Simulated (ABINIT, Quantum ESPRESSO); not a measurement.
Cost and result for the electronic dielectric constant of C

Symmetry: Fd-3m, No. 227, cubic system. The conventional cell has a = 3.567 Å, b = 3.567 Å, c = 3.567 Å, α = 90.00°, β = 90.00°, γ = 90.00°. C (site symmetry -43m) is surrounded by 4 C at 1.54 Å.

```csv
rung,level,program and potentials,cutoff (eV),k mesh,smearing,task,core time,chip,electronic dielectric constant,notes
LDA,LDA,"ABINIT, PseudoDojo NC SR LDA v0.4.1 standard",1007,"6 × 6 × 6, 4 shifts",fixed,dielectric tensor,2.3 min,Arm Neoverse V2,(a),-
GGA,PBE,"Quantum ESPRESSO, GBRV 1.5 PBE",612,"6 × 6 × 6, shifted",fixed,phonons and Raman activities,2.3 min,Intel Xeon 6975P-C Granite Rapids,5.82,cell relaxed first (5.69 Å³/atom)
LDA,LDA,"Quantum ESPRESSO, GBRV 1.5 LDA",612,"6 × 6 × 6, shifted",fixed,phonons and Raman activities,2.3 min,Intel Xeon 6975P-C Granite Rapids,5.75,cell relaxed first (5.51 Å³/atom)
GGA,PBE,"ABINIT, PseudoDojo NC SR PBE v0.4.1 standard",1007,"4 × 4 × 4, 4 shifts",fixed,phonon dispersion,2.3 min,Arm Neoverse V1,5.76,-
GGA,PBEsol,"ABINIT, PseudoDojo NC SR PBEsol v0.4.1 standard",1007,"6 × 6 × 6, 4 shifts",fixed,dielectric tensor,3.2 min,Intel Xeon,5.80,-
GGA,WC,"Quantum ESPRESSO, PseudoDojo 0.4 SR PBE stringent",1116,"6 × 6 × 6, shifted",fixed,phonons and Raman activities,6.3 min,Intel Xeon,5.80,potentials made for PBE; cell relaxed first (5.64 Å³/atom)
LDA,LDA,"Quantum ESPRESSO, GBRV 1.5 LDA",612,"8 × 8 × 8, shifted",fixed,phonon dispersion,7.9 min,Intel Xeon Skylake/Cascade Lake,5.76,cell relaxed first (5.51 Å³/atom)
GGA,PBE,"Quantum ESPRESSO, GBRV 1.5 PBE",612,"8 × 8 × 8, shifted",fixed,phonon dispersion,8.3 min,Intel Xeon Skylake/Cascade Lake,5.82,cell relaxed first (5.69 Å³/atom)
LDA,LDA,"Quantum ESPRESSO, GBRV 1.5 LDA",612,"10 × 10 × 10, shifted",fixed,phonons and Raman activities,42 min,Intel Xeon Skylake/Cascade Lake,5.76,cell relaxed first (5.51 Å³/atom)
GGA,PBE,"Quantum ESPRESSO, GBRV 1.5 PBE",612,"10 × 10 × 10, shifted",fixed,phonons and Raman activities,42 min,Intel Xeon Skylake/Cascade Lake,5.82,cell relaxed first (5.69 Å³/atom)
```

Times are single runs on shared hosts and different chips, so they are rough; meshes, cutoffs and the tasks' sizes weigh on the time. All rows: no spin polarisation. Smearing widths are in eV. The cell comes from a database and isn't always the measured one. Meshes differ between rows, which moves values too. All levels ran on this one cell, unrelaxed unless noted. Meshes are those of the run's cell of 2 atoms unless a note names another. Runs on faulty files, with rough fits or with known faults for this quantity aren't shown. No row holds spin-orbit coupling.

Question: Estimate the value left out from the other rows.

Answer: (a) 5.74.
